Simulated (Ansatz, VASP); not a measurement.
# One calculation of As, two programs

INCAR

```
SYSTEM = As
ALGO = Normal
EDIFF = 1E-6
ENCUT = 520
GGA = RP
ISIF = 2
ISMEAR = -1
LASPH = .True.
LCHARG = .True.
LELF = .True.
LREAL = .False.
LVHAR = .True.
LWAVE = .False.
NBANDS = 8
NELM = 80
PREC = Accurate
SIGMA = 0.1
```

Contents of KPOINTS:

```
k-points
0
Gamma
  15 15 15
  0 0 0
```

Contents of POSCAR:

```
As
1.0
   -1.6935044728      1.6935044728      1.6935044728
    1.6935044728     -1.6935044728      1.6935044728
    1.6935044728      1.6935044728     -1.6935044728
As
1
Direct
    0.0000000000      0.0000000000      0.0000000000
```

Input for Ansatz:

```yaml
crystal:
  lattice:
    - [-1.6935044728, 1.6935044728, 1.6935044728]
    - [1.6935044728, -1.6935044728, 1.6935044728]
    - [1.6935044728, 1.6935044728, -1.6935044728]
  atoms:
    - { symbol: As, position: [0.0, 0.0, 0.0] }
hamiltonian:
  xc: rpbe
  pseudopotentials:
    kind: paw
    azcp:
      As: "pseudopotentials/As.paw.azcp"
basis:
  ecutwfc: 420
  fft_grid_basis: typed
kpoints:
  mp_grid: { grid: [15, 15, 15], shift: [0, 0, 0] }
magnetization:
  spin_polarized: false
scf:
  occupations: { method: fermi_dirac, width: 0.1 }
  lower_state_search: "off"
output:
  stress: true
```

Alike in both runs: task single point; functional RPBE; k mesh 15 × 15 × 15; occupations fermi-dirac, width 0.1 eV; no spin polarisation.

|  | VASP | Ansatz |
| --- | --- | --- |
| version | VASP 6.6.1 | Ansatz 0.2.0 |
| potentials or method | VASP PAW PBE potentials, release 64 (As) | plane waves (420 eV) with PAW, scalar-relativistic |
| plane-wave cutoff (eV) | 520 | 420 |
| valence electrons in the cell | 5 | 15 |

|  | VASP | Ansatz | Ansatz less VASP |
| --- | --- | --- | --- |
| pressure (GPa) | 0.0 | 0.0 | +0.01 |

The two sets of potentials don't hold the same shells in valence.

Caveats: the PAW data sets were made with another functional, which shifts forces and pressure a little (VASP).
